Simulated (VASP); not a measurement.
The system is TaN.

```xyz
4
Lattice="2.9218 0.0000 0.0000 -1.4609 2.5303 0.0000 0.0000 0.0000 5.9165" Properties=species:S:1:pos:R:3 pbc="T T T"
Ta    0.0000    0.0000    2.9583
Ta    0.0000    0.0000    0.0000
N     0.0000    1.6869    1.4791
N     1.4609    0.8434    4.4374
```

The cell comes from a database or a generator and needn't be the stable form of this composition.

Base run:

* Program: VASP 6.6.1
* Functional: PBEsol
* Potentials or basis: VASP PAW PBE potentials, release 64 (Ta_pv, N)
* Cutoff: 520 eV
* k mesh: 7 × 7 × 4
* Occupations: fermi-dirac, width 0.05 eV
* Spin: no spin polarisation

Its results: band gap on the k mesh none (metal or under the smearing width); pressure -9.7 GPa.

Q: The run is repeated on the same cell with these changes: hubbard terms from none to Ta d U = 4 eV. What comes out?

A: Band gap on the k mesh none (metal or under the smearing width); pressure 2.7 GPa.

Caveats: the PAW data sets were made with another functional, which shifts forces and pressure a little; U without spin polarisation on a metal has little footing (some runs).
